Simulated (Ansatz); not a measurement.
Crystal: MnO.

```
Mn O
1.0
     0.00000    2.22391    2.22391
     2.22391    0.00000    2.22391
     2.22391    2.22391    0.00000
Mn O
1 1
Direct
  0.00000 0.00000 0.00000
  0.50000 0.50000 0.50000
```

The cell is a database's computed one.

Program: Ansatz 0.2.0. Alike in all runs: task single point; potentials or basis Ansatz PAW; cell as given; smearing fermi-dirac 0.05 eV.

Question: Order these runs on this cell by their band gap on the k mesh, lowest first.
A. level r2SCAN0; spin collinear, ferromagnetic start; k mesh 6 × 6 × 6; cutoff (eV) 500; share of exact exchange 0.25
B. level PBE; spin off; k mesh 10 × 10 × 10; cutoff (eV) 420
C. level r2SCAN0 form with a typed share of exact exchange; spin collinear, ferromagnetic start; k mesh 6 × 6 × 6; cutoff (eV) 500; share of exact exchange 0.5

Answer: B (metal), A (2.49 eV), C (5.13 eV).

Caveats: the magnetic or orbital state may not be the lowest (some runs); a cell with one magnetic atom can't hold antiferromagnetic order, which such compounds often take (some runs); an odd number of electrons without spin polarisation forces a metal (some runs); a magnetic or distorted state may lie lower (some runs).

A k mesh can miss the band edges.
